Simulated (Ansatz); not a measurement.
The system is InSe.

```
In Se
1.0
     2.00000    1.15470    8.44000
    -2.00000    1.15470    8.44000
     0.00000   -2.30940    8.44000
In Se
2 2
Direct
  0.88860 0.88860 0.88860
  0.00000 0.00000 0.00000
  0.17190 0.17190 0.17190
  0.38350 0.38350 0.38350
```

Program: Ansatz 0.2.0. Alike in all runs: task band structure; potentials or basis Ansatz PAW; cell as given; smearing fermi-dirac 0.05 eV.

Q: Order these runs on this cell by their band gap on the k mesh, lowest first.
A. level revPBE; spin off; k mesh 8 × 8 × 8; cutoff (eV) 420
B. level r2SCAN; spin off; k mesh 8 × 8 × 8; cutoff (eV) 500
C. level PBEsol; spin SOC, no magnetisation; k mesh 6 × 6 × 6; cutoff (eV) 420

A: C (0.32 eV), A (0.54 eV), B (0.87 eV).

Caveats: spin-orbit coupling is left out, which moves the levels of the heavy elements (some runs).

